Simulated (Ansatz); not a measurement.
Crystal: CoO.

```
CELL_PARAMETERS angstrom
1.60222 0.92504 2.56647
-1.60222 0.92504 2.56647
0.00000 -1.85008 2.56647
ATOMIC_POSITIONS crystal
Co 0.99898 0.99898 0.99898
O 0.75102 0.75102 0.75102
```

Measurements of this composition are mostly on another form, of space group No. 225.

| Quantity | Value |
| --- | --- |
| Program | Ansatz 0.2.0 |
| Task | relaxation of cell and atoms |
| Functional | LDA |
| Potentials or basis | Ansatz PAW |
| Cutoff | 420 eV (not typed: the program's choice for these potentials) |
| k mesh | 10 × 10 × 10 |
| Occupations | fermi-dirac, width 0.05 eV |
| Spin | collinear spin, ferromagnetic start |
| Starting moments | [2.0, 0.0] μB |

At the start: volume 11.41 Å³/atom.

Where does the relaxation end?

It ends after 10 steps and the volume is 9.83 Å³/atom (-13.8 %); space group F-43m (No. 216, to 0.05 Å); moment 1.62 μB per cell.

The path:
```
step  energy change (eV)  largest force (eV/Å)  volume (Å³)
   1              0.0000                0.1900        22.82
   2             -0.1078                0.1865        21.69
   3             -0.2081                0.0466        18.94
   4             -0.2258                0.0109        19.79
   5             -0.2263                0.0001        19.73
   6             -0.2262                0.0000        19.73
   7             -0.2170                0.0002        19.73
   8             -0.2177                0.0000        19.66
   9             -0.2177                0.0001        19.66
  10             -0.2173                0.0000        19.66
```

Final structure:
```
CELL_PARAMETERS angstrom
1.51486 0.87460 2.47360
-1.51486 0.87460 2.47360
0.00000 -1.74921 2.47360
ATOMIC_POSITIONS crystal
Co 0.00000 0.00000 0.00000
O 0.75000 0.75000 0.75000
```

Caveat: the plane-wave basis is chosen anew once the cell has moved, so the energies of steps on either side of that aren't comparable; the pressure holds a Pulay correction of +1.0 GPa for the finite cutoff; a cell with one magnetic atom can't hold antiferromagnetic order, which such compounds often take; the PAW data sets come from PBE, with cores solved anew for the run's functional, which leaves a small shift of forces and pressure.
